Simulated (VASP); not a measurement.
# SnSe (Fm-3m) in VASP: notebook

The runs below take SnSe through single point, with LDA.

Everything below comes from runs of VASP 6.6.1. Logs are shortened: lines on timing, memory, paths and dates and some standing lists are left out, and cuts for length are marked.

### Step 1. Starting point

The structure is cubic, space group Fm-3m (No. 225). Conventional cell: a = 6.020 Å, b = 6.020 Å, c = 6.020 Å, α = 90.00°, β = 90.00°, γ = 90.00°. Around Sn (site symmetry m-3m) lie 6 Se at 3.01 Å. Se (site symmetry m-3m) has 6 Sn at 3.01 Å as nearest neighbours.

Measurements of this composition are mostly on another form, of space group No. 62.

### Step 2. Single point, LDA, spin-orbit coupling, no magnetisation

The input, INCAR:

```
SYSTEM = SnSe
PREC     = Accurate       ! precision mode
ENCUT    = 280            ! plane-wave cutoff, eV
EDIFF    = 1E-7           ! SCF threshold, eV
ISMEAR   = 0              ! smearing method
SIGMA    = 0.02           ! smearing width, eV
LREAL    = .FALSE.        ! projectors in reciprocal space
LASPH    = .TRUE.         ! aspherical terms in the spheres
NELM     = 100            ! most SCF steps
ALGO     = Normal         ! electronic algorithm
ISIF     = 2              ! what is computed and relaxed
LWAVE    = .FALSE.        ! write WAVECAR
LCHARG   = .FALSE.        ! write CHGCAR
MAGMOM   = 0 0 0 0 0 0    ! initial moments
LORBIT   = 11             ! projections on sites
LSORBIT  = .TRUE.         ! spin-orbit coupling
GGA_COMPAT= .FALSE.      
NBANDS   = 36             ! bands
```

The input, KPOINTS:

```
regular mesh
0
G
  6 6 6
  0 0 0
```

The input, POSCAR:

```
SnSe
1.0
    0.0000000000      3.0100000000      3.0100000000
    3.0100000000      0.0000000000      3.0100000000
    3.0100000000      3.0100000000      0.0000000000
Sn Se
1 1
Direct
    0.0000000000      0.0000000000      0.0000000000
    0.5000000000      0.5000000000      0.5000000000
```

Potentials or basis: VASP PAW LDA potentials, release 64 (Sn_d, Se).

The run is started by

```sh
> cat potpaw_LDA.64/Sn_d/POTCAR potpaw_LDA.64/Se/POTCAR > POTCAR
> mpirun -np 1 vasp_ncl > vasp.out
```

OUTCAR:

```text
SYSTEM = SnSe
   PREC = Accurate
   ENCUT = 280
   EDIFF = 1E-7
   ISMEAR = 0
   LREAL = .FALSE.
   LASPH = .TRUE.
   NELM = 100
   ISIF = 2
   LORBIT = 11
   LSORBIT = .TRUE.

 Found     16 irreducible k-points:

 Following reciprocal coordinates:
            Coordinates               Weight
  0.000000  0.000000  0.000000      1.000000
  0.166667  0.000000  0.000000      8.000000
  0.333333  0.000000  0.000000      8.000000
  0.500000  0.000000  0.000000      4.000000
  0.166667  0.166667  0.000000      6.000000
  0.333333  0.166667  0.000000     24.000000
   k-points           NKPTS =     16   k-points in BZ     NKDIM =     16   number of bands    NBANDS=     36
   number of dos      NEDOS =    301   number of ions     NIONS =      2
   total plane-waves  NPLWV =  13824
   dimension x,y,z NGX =    24 NGY =   24 NGZ =   24
   dimension x,y,z NGXF=    48 NGYF=   48 NGZF=   48
   ions per type =               1   1
   NGX,Y,Z   is equivalent  to a cutoff of   9.37,  9.37,  9.37 a.u.
   NGXF,Y,Z  is equivalent  to a cutoff of  18.75, 18.75, 18.75 a.u.
 SYSTEM =  SnSe
   PREC   = accura    normal or accurate (medium, high low for compatibility)
   ISTART =      0    job   : 0-new  1-cont  2-samecut
   ICHARG =      2    charge: 1-file 2-atom 10-const
   ISPIN  =      1    spin polarized calculation?
   LNONCOLLINEAR =      T non collinear calculations
   LSORBIT =      T    spin-orbit coupling
   LASPH  =      T    aspherical Exc in radial PAW
   ENCUT  =  280.0 eV  20.58 Ry    4.54 a.u.   5.81  5.81  5.81*2*pi/ulx,y,z
   NELM   =    100;   NELMIN=  2; NELMDL= -5     # of ELM steps
   EDIFF  = 0.1E-06   stopping-criterion for ELM
   LREAL  =      F    real-space projection
   EDIFFG = 0.1E-05   stopping-criterion for IOM
   NSW    =      0    number of steps for IOM
   IBRION =     -1    ionic relax: 0-MD 1-quasi-New 2-CG
   NFREE  =      0    steps in history (QN), initial steepest desc. (CG)
   ISIF   =      2    stress and relaxation
   ISYM   =      2    0-nonsym 1-usesym 2-fastsym
   POTIM  = 0.5000    time-step for ionic-motion
   TEBEG  =    0.0;   TEEND  =   0.0 temperature during run
   PSTRESS=    0.0 pullay stress
   NELECT =      20.0000    total number of electrons
   NUPDOWN=      -1.0000    fix difference up-down
   EMIN   =  10.00;   EMAX   =-10.00  energy-range for DOS
   EFERMI =   0.00;   METHOD = LEGACY
   ISMEAR =     0;   SIGMA  =   0.02  broadening in eV -4-tet -1-fermi 0-gaus
   EFERMI_NEDOS =   21; number of points for ismear=-14 and -15
   IALGO  =     38    algorithm
   IMIX   =      4    mixing-type and parameters
     AMIX     =   0.40;   BMIX     =  1.00
     AMIX_MAG =   1.60;   BMIX_MAG =  1.00
  volume/ion in A,a.u.               =      27.27       184.03
  Fermi-wavevector in a.u.,A,eV,Ry     =   1.171768  2.214321 18.681350  1.373040
  Thomas-Fermi vector in A             =   2.308207
   LORBIT       =     11    0 simple, 1 ext, 2 COOP (PROOUT), +10 PAW based schemes
   GGA     = CA    functional components
   LHFCALC =     F    Hartree Fock is set to
   AEXX    =    0.0000 exact exchange contribution
   IVDW    =     0    specifies the selected vdW correction
   LEPSILON=     F    determine dielectric tensor
   LRPA    =     F    only Hartree local field effects (RPA)
 Gauss-broadening in eV      SIGMA  =   0.02
  energy-cutoff  :      280.00
  volume of cell :       54.54
 maximum number of plane-waves:      1178
   NGX = 11   NGY = 11   NGZ = 11

 number of electron      20.0000000 magnetization       0.0000000      0.0000000      0.0000000

 number of electron      20.0000010 magnetization       0.0000000      0.0000000     -0.0000000

 number of electron      20.0000010 magnetization       0.0000000     -0.0000000     -0.0000000

 Free energy of the ion-electron system (eV)
  ---------------------------------------------------
  ext. energy  EPLUGINS =         0.00000000
  ---------------------------------------------------
  free energy    TOTEN  =        -9.55987632 eV

  energy without entropy =       -9.55987632  energy(sigma->0) =       -9.55987632

 E-fermi :   5.3746     XC(G=0):  -9.8861

 val. band max:        5.2772213826   @ k =   0.5000   0.0000   0.0000
 cond. band min:       5.9519130677   @ k =   0.5000   0.0000   0.0000
 fundamental gap:      0.6746916851
 Fermi energy:         5.3746270658

 k-point     1 :       0.0000    0.0000    0.0000
  band No.  band energies     occupation
      1     -16.6554      1.00000
      2     -16.6554      1.00000
      3     -16.6554      1.00000
      4     -16.6554      1.00000
      5     -15.6137      1.00000
      6     -15.6137      1.00000
[... 24 lines left out ...]
     31      11.3155      0.00000
     32      11.3155      0.00000

 k-point     2 :       0.1667    0.0000    0.0000
  band No.  band energies     occupation
      1     -16.6556      1.00000
      2     -16.6556      1.00000
      3     -16.6541      1.00000
      4     -16.6541      1.00000
      5     -15.6154      1.00000
      6     -15.6154      1.00000
[... 24 lines left out ...]
     31      11.9204      0.00000
     32      11.9204      0.00000

 k-point     3 :       0.3333    0.0000    0.0000
  band No.  band energies     occupation
      1     -16.6560      1.00000
      2     -16.6560      1.00000
      3     -16.6515      1.00000
      4     -16.6515      1.00000
      5     -15.6188      1.00000
      6     -15.6188      1.00000
[... 24 lines left out ...]
     31      13.5497      0.00000
     32      13.5497      0.00000

 k-point     4 :       0.5000    0.0000    0.0000
  band No.  band energies     occupation
      1     -16.6562      1.00000
      2     -16.6562      1.00000
      3     -16.6502      1.00000
      4     -16.6502      1.00000
      5     -15.6204      1.00000
      6     -15.6204      1.00000
[... 24 lines left out ...]
     31      15.6562      0.00000
     32      15.6562      0.00000

 k-point     5 :       0.1667    0.1667    0.0000
  band No.  band energies     occupation
      1     -16.6550      1.00000
      2     -16.6550      1.00000
      3     -16.6545      1.00000
      4     -16.6545      1.00000
      5     -15.6154      1.00000
      6     -15.6154      1.00000
[... 24 lines left out ...]
     31      13.0178      0.00000
     32      13.0178      0.00000

 k-point     6 :       0.3333    0.1667    0.0000
  band No.  band energies     occupation
      1     -16.6554      1.00000
      2     -16.6554      1.00000
      3     -16.6527      1.00000
      4     -16.6527      1.00000
      5     -15.6182      1.00000
      6     -15.6182      1.00000
[... 24 lines left out ...]
     31      14.4562      0.00000
     32      14.4562      0.00000

 [... further k-points ...]

 [bands above 32 left out]

------------------------ aborting loop because EDIFF is reached ----------------------------------------

  FORCE on cell =-STRESS in cart. coord.  units (eV):
  Direction    XX          YY          ZZ          XY          YZ          ZX
  --------------------------------------------------------------------------------------
  -------------------------------------------------------------------------------------
  Total       -1.2610467     -1.2610467     -1.2610467      0.0000000     -0.0000000      0.0000000
  in kB      -37.0435231    -37.0435231    -37.0435231      0.0000000     -0.0000000      0.0000000
  external PRESSURE =     -37.0435231 kB  Pullay stress =       0.0000000 kB

 VOLUME and BASIS-vectors are now :
 -----------------------------------------------------------------------------
  energy-cutoff  :      280.00
  volume of cell :       54.54
      direct lattice vectors                 reciprocal lattice vectors
     0.000000000  3.010000000  3.010000000    -0.166112957  0.166112957  0.166112957
     3.010000000  0.000000000  3.010000000     0.166112957 -0.166112957  0.166112957
     3.010000000  3.010000000  0.000000000     0.166112957  0.166112957 -0.166112957

 POSITION                                       TOTAL-FORCE (eV/Angst)
 -----------------------------------------------------------------------------------
      0.00000      0.00000      0.00000        -0.000000      0.000000      0.000000
      3.01000      3.01000      3.01000         0.000000     -0.000000     -0.000000
 -----------------------------------------------------------------------------------
    total drift:                                0.000000     -0.000000     -0.000000

  FREE ENERGIE OF THE ION-ELECTRON SYSTEM (eV)
  ---------------------------------------------------
  free  energy   TOTEN  =        -9.5598763150 eV

  energy  without entropy=       -9.5598763150  energy(sigma->0) =       -9.55987632

 Spin-Orbit-Coupling matrix elements

 Ion:    1  E_soc:     -0.0932749
 l=   1
     0.0000000    -0.0093156    -0.0093156
    -0.0093156     0.0000000    -0.0093156
    -0.0093156    -0.0093156     0.0000000
 l=   2
     0.0000000    -0.0012434     0.0000000    -0.0012434    -0.0049868
    -0.0012434     0.0000000    -0.0037401    -0.0012434    -0.0012467
     0.0000000    -0.0037401     0.0000000    -0.0037401     0.0000000
    -0.0012434    -0.0012434    -0.0037401     0.0000000    -0.0012467
    -0.0049868    -0.0012467     0.0000000    -0.0012467     0.0000000
 l=   3
     0.0000000     0.0000000     0.0000000     0.0000000     0.0000000     0.0000000     0.0000000
     0.0000000     0.0000000     0.0000000     0.0000000     0.0000000     0.0000000     0.0000000
     0.0000000     0.0000000     0.0000000     0.0000000     0.0000000     0.0000000     0.0000000
     0.0000000     0.0000000     0.0000000     0.0000000     0.0000000     0.0000000     0.0000000
     0.0000000     0.0000000     0.0000000     0.0000000     0.0000000     0.0000000     0.0000000
     0.0000000     0.0000000     0.0000000     0.0000000     0.0000000     0.0000000     0.0000000
     0.0000000     0.0000000     0.0000000     0.0000000     0.0000000     0.0000000     0.0000000

 Ion:    2  E_soc:     -0.0447225
 l=   1
     0.0000000    -0.0074632    -0.0074632
    -0.0074632     0.0000000    -0.0074632
    -0.0074632    -0.0074632     0.0000000
 l=   2
     0.0000000    -0.0000018     0.0000000    -0.0000018     0.0000112
    -0.0000018     0.0000000     0.0000084    -0.0000018     0.0000028
     0.0000000     0.0000084     0.0000000     0.0000084     0.0000000
    -0.0000018    -0.0000018     0.0000084     0.0000000     0.0000028
     0.0000112     0.0000028     0.0000000     0.0000028     0.0000000
 l=   3
     0.0000000     0.0000000     0.0000000     0.0000000     0.0000000     0.0000000     0.0000000
     0.0000000     0.0000000     0.0000000     0.0000000     0.0000000     0.0000000     0.0000000
     0.0000000     0.0000000     0.0000000     0.0000000     0.0000000     0.0000000     0.0000000
     0.0000000     0.0000000     0.0000000     0.0000000     0.0000000     0.0000000     0.0000000
     0.0000000     0.0000000     0.0000000     0.0000000     0.0000000     0.0000000     0.0000000
     0.0000000     0.0000000     0.0000000     0.0000000     0.0000000     0.0000000     0.0000000
     0.0000000     0.0000000     0.0000000     0.0000000     0.0000000     0.0000000     0.0000000

 total charge

# of ion       s       p       d       tot
------------------------------------------
    1        1.386   0.693   9.977  12.057
    2        1.487   2.273   0.025   3.785
--------------------------------------------------
tot          2.873   2.966  10.003  15.842

 magnetization (x)

# of ion       s       p       d       tot
------------------------------------------
    1       -0.000   0.000   0.000  -0.000
    2        0.000   0.000  -0.000   0.000
--------------------------------------------------
tot         -0.000   0.000   0.000  -0.000

 magnetization (y)

# of ion       s       p       d       tot
------------------------------------------
    1        0.000   0.000  -0.000   0.000
    2        0.000  -0.000   0.000  -0.000
--------------------------------------------------
tot          0.000  -0.000  -0.000   0.000

 magnetization (z)

# of ion       s       p       d       tot
------------------------------------------
    1       -0.000   0.000   0.000  -0.000
    2       -0.000  -0.000   0.000  -0.000
--------------------------------------------------
tot         -0.000  -0.000   0.000  -0.000
```

It took 12 s on 1 thread of Intel Xeon Platinum 8488C (Sapphire Rapids), shared host; peak memory 0.17 GiB.

These settings aren't checked as converged: the numbers below hold their error.

Results:

| Item | Value |
| --- | --- |
| Free energy | -9.5599 eV |
| Pressure | -3.7 GPa |
| Valence electrons inside the program's atomic spheres | Sn 12.06; Se 3.79 |

Caveat: the cutoff is under 1.25 times the usual one of these potentials, so pressure, stress and relaxed cells hold a basis-set (Pulay) error.

### Step 3. Single point, LDA, spin-orbit coupling, no magnetisation

Edit INCAR of step 2 so:

```diff
@@ -2,3 +2,3 @@
 PREC     = Accurate       ! precision mode
-ENCUT    = 280            ! plane-wave cutoff, eV
+ENCUT    = 460            ! plane-wave cutoff, eV
 EDIFF    = 1E-7           ! SCF threshold, eV
```

The input, KPOINTS:

```
regular mesh
0
G
  5 5 5
  0 0 0
```

POSCAR is that of step 2.

Potentials or basis: VASP PAW LDA potentials, release 64 (Sn_d, Se).

The run is started by

```sh
> cat potpaw_LDA.64/Sn_d/POTCAR potpaw_LDA.64/Se/POTCAR > POTCAR
> mpirun -np 1 vasp_ncl > vasp.out
```

Run time: 24 s. Hardware: 1 thread of Intel Xeon Platinum 8488C (Sapphire Rapids), shared host; peak memory 0.23 GiB.

These settings aren't checked as converged: the numbers below hold their error.

What came out:

| Item | Value |
| --- | --- |
| Free energy | -9.5677 eV |
| Pressure | -3.4 GPa |
| Valence electrons inside the program's atomic spheres | Sn 12.06; Se 3.79 |

Caveat: the k mesh is coarse (spacing up to 0.36 Å⁻¹), so the values aren't converged; this odd mesh misses L, where the gap lies, so gap, dielectric constants and Born charges aren't listed.

### Step 4. Single point, LDA, spin-orbit coupling, no magnetisation

Edit INCAR of step 3 so:

```diff
@@ -2,3 +2,3 @@
 PREC     = Accurate       ! precision mode
-ENCUT    = 460            ! plane-wave cutoff, eV
+ENCUT    = 520            ! plane-wave cutoff, eV
 EDIFF    = 1E-7           ! SCF threshold, eV
```

KPOINTS is that of step 3.

POSCAR is that of step 3.

Potentials or basis: VASP PAW LDA potentials, release 64 (Sn_d, Se).

The run is started by

```sh
> cat potpaw_LDA.64/Sn_d/POTCAR potpaw_LDA.64/Se/POTCAR > POTCAR
> mpirun -np 1 vasp_ncl > vasp.out
```

OUTCAR:

```text
SYSTEM = SnSe
   PREC = Accurate
   ENCUT = 520
   EDIFF = 1E-7
   ISMEAR = 0
   LREAL = .FALSE.
   LASPH = .TRUE.
   NELM = 100
   ISIF = 2
   LORBIT = 11
   LSORBIT = .TRUE.

 Found     10 irreducible k-points:

 Following reciprocal coordinates:
            Coordinates               Weight
  0.000000  0.000000  0.000000      1.000000
  0.200000  0.000000  0.000000      8.000000
  0.400000  0.000000  0.000000      8.000000
  0.200000  0.200000  0.000000      6.000000
  0.400000  0.200000  0.000000     24.000000
 -0.400000  0.200000  0.000000     24.000000
   k-points           NKPTS =     10   k-points in BZ     NKDIM =     10   number of bands    NBANDS=     36
   number of dos      NEDOS =    301   number of ions     NIONS =      2
   total plane-waves  NPLWV =  32768
[... 355 lines left out ...]
     0.0000000     0.0000000     0.0000000     0.0000000     0.0000000     0.0000000     0.0000000
     0.0000000     0.0000000     0.0000000     0.0000000     0.0000000     0.0000000     0.0000000
     0.0000000     0.0000000     0.0000000     0.0000000     0.0000000     0.0000000     0.0000000
     0.0000000     0.0000000     0.0000000     0.0000000     0.0000000     0.0000000     0.0000000
     0.0000000     0.0000000     0.0000000     0.0000000     0.0000000     0.0000000     0.0000000
     0.0000000     0.0000000     0.0000000     0.0000000     0.0000000     0.0000000     0.0000000

 total charge

# of ion       s       p       d       tot
------------------------------------------
    1        1.386   0.689   9.986  12.062
    2        1.488   2.276   0.025   3.789
--------------------------------------------------
tot          2.875   2.965  10.011  15.851

 magnetization (x)

# of ion       s       p       d       tot
------------------------------------------
    1       -0.000  -0.000   0.000  -0.000
    2       -0.000  -0.000   0.000  -0.000
--------------------------------------------------
tot         -0.000  -0.000   0.000  -0.000

 magnetization (y)

# of ion       s       p       d       tot
------------------------------------------
    1       -0.000   0.000   0.000  -0.000
    2        0.000   0.000   0.000   0.000
--------------------------------------------------
tot         -0.000   0.000   0.000  -0.000

 magnetization (z)

# of ion       s       p       d       tot
------------------------------------------
    1        0.000   0.000   0.000   0.000
    2        0.000   0.000   0.000   0.000
--------------------------------------------------
tot          0.000   0.000   0.000   0.000
```

OSZICAR:

```text
N       E                     dE             d eps       ncg     rms          rms(c)
DAV:   1     0.188745924315E+03    0.18875E+03   -0.89265E+03   800   0.138E+03
DAV:   2     0.200634232881E+02   -0.16868E+03   -0.15982E+03   736   0.427E+02
DAV:   3    -0.830513896722E+01   -0.28369E+02   -0.27681E+02   860   0.134E+02
DAV:   4    -0.971829823572E+01   -0.14132E+01   -0.14086E+01   844   0.320E+01
DAV:   5    -0.975503062015E+01   -0.36732E-01   -0.36725E-01  1004   0.541E+00    0.329E+00
DAV:   6    -0.957410599346E+01    0.18092E+00   -0.30710E-01   972   0.383E+00    0.196E+00
DAV:   7    -0.956929684649E+01    0.48091E-02   -0.72017E-02   916   0.119E+00    0.977E-01
DAV:   8    -0.956775876563E+01    0.15381E-02   -0.49309E-03   876   0.576E-01    0.469E-01
DAV:   9    -0.956764011820E+01    0.11865E-03   -0.53022E-04   812   0.165E-01    0.775E-02
DAV:  10    -0.956759261470E+01    0.47503E-04   -0.27247E-04   964   0.127E-01    0.285E-02
DAV:  11    -0.956759577223E+01   -0.31575E-05   -0.42086E-05   856   0.407E-02    0.611E-03
DAV:  12    -0.956759598042E+01   -0.20819E-06   -0.21253E-06   904   0.991E-03    0.298E-03
DAV:  13    -0.956759597606E+01    0.43606E-08   -0.16223E-07   736   0.398E-03
   1 F= -.95675960E+01 E0= -.95675960E+01  d E =-.468438E-44  mag=     0.0000     0.0000    -0.0000
```

stdout:

```text
POSCAR found type information on POSCAR SnSe
 POSCAR found :  2 types and       2 ions
 scaLAPACK will be used
 LDA part: xc-table for (Slater(with rela. corr.)+CA(PZ))
 , standard interpolation
 POSCAR, INCAR and KPOINTS ok, starting setup
 FFT: planning ... GRIDC
 FFT: planning ... GRID_SOFT
 FFT: planning ... GRID
 WAVECAR not read
 entering main loop
```

Wall time 24 s (1 thread of Intel Xeon Platinum 8488C (Sapphire Rapids), shared host); peak memory 0.25 GiB.

These settings aren't checked as converged: the numbers below hold their error.

What came out:

| Item | Value |
| --- | --- |
| Free energy | -9.5676 eV |
| Pressure | -3.5 GPa |
| Valence electrons inside the program's atomic spheres | Sn 12.06; Se 3.79 |

Caveat: the k mesh is coarse (spacing up to 0.36 Å⁻¹), so the values aren't converged; this odd mesh misses L, where the gap lies, so gap, dielectric constants and Born charges aren't listed.
